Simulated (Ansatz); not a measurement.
Crystal: KBr.

```
Br K
1.0
     0.00000    3.30000    3.30000
     3.30000    0.00000    3.30000
     3.30000    3.30000    0.00000
Br K
1 1
Direct
  0.50000 0.50000 0.50000
  0.00000 0.00000 0.00000
```

Base run:

```yaml
Program: Ansatz 0.2.0
Functional: PBEsol
Potentials_or_basis: Ansatz PAW
Cutoff: 420 eV
Density_cutoff: 1680 eV
k_mesh: 7 × 7 × 7
Occupations: fermi-dirac, width 0.05 eV
Spin: no spin polarisation
```

Its results: band gap on the k mesh 4.28 eV, direct; pressure -0.3 GPa.

Problem. The run is repeated on the same cell with these changes: spin from no spin polarisation to spin-orbit coupling, no magnetisation; potential files from those of the base run to others of the same set. What comes out?

Solution. Band gap on the k mesh 4.12 eV, direct; pressure -0.3 GPa.

Spin-orbit coupling splits the band edges, which narrows the gap.

Caveats: the PAW data sets come from PBE, with cores solved anew for the run's functional, which leaves a small shift of forces and pressure.

Not every run made on this cell is shown here.
